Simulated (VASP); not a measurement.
TaC, 2 atoms in the cell. Symmetry: Fm-3m, No. 225, cubic system. Conventional cell: a = 4.446 Å, b = 4.446 Å, c = 4.446 Å, α = 90.00°, β = 90.00°, γ = 90.00°. Ta (site symmetry m-3m) has 6 C at 2.22 Å as nearest neighbours. Around C (site symmetry m-3m) lie 6 Ta at 2.22 Å. 

```yaml
Program: VASP 6.6.1
Task: relaxation of cell and atoms
Functional: PBE
Potentials_or_basis: VASP PAW PBE potentials, release 64 (Ta_pv, C)
Cutoff: 520 eV
k_mesh: 17 × 17 × 17
Occupations: gaussian, width 0.1 eV
Spin: no spin polarisation
Further_INCAR_settings: ALGO = Normal; EDIFF = 1e-06; IBRION = 2; EDIFFG = -0.01; NSW = 90; ISIF = 3
```

Potentials or basis: VASP PAW PBE potentials, release 64 (Ta_pv, C).

Launch:

```bash
$ cat potpaw_PBE.64/Ta_pv/POTCAR potpaw_PBE.64/C/POTCAR > POTCAR
$ mpirun -np 1 vasp_std > vasp.out
```

Hardware: 1 thread of Intel(R) Xeon(R) Platinum 8488C (Sapphire Rapids), with other jobs on the host.

Estimate the wall time of this run.

Run time: 32 s on 1 thread of Intel(R) Xeon(R) Platinum 8488C (Sapphire Rapids) (shared host), peak memory 0.18 GiB. Counts: scf iterations 27, k points 165, ion steps 3.
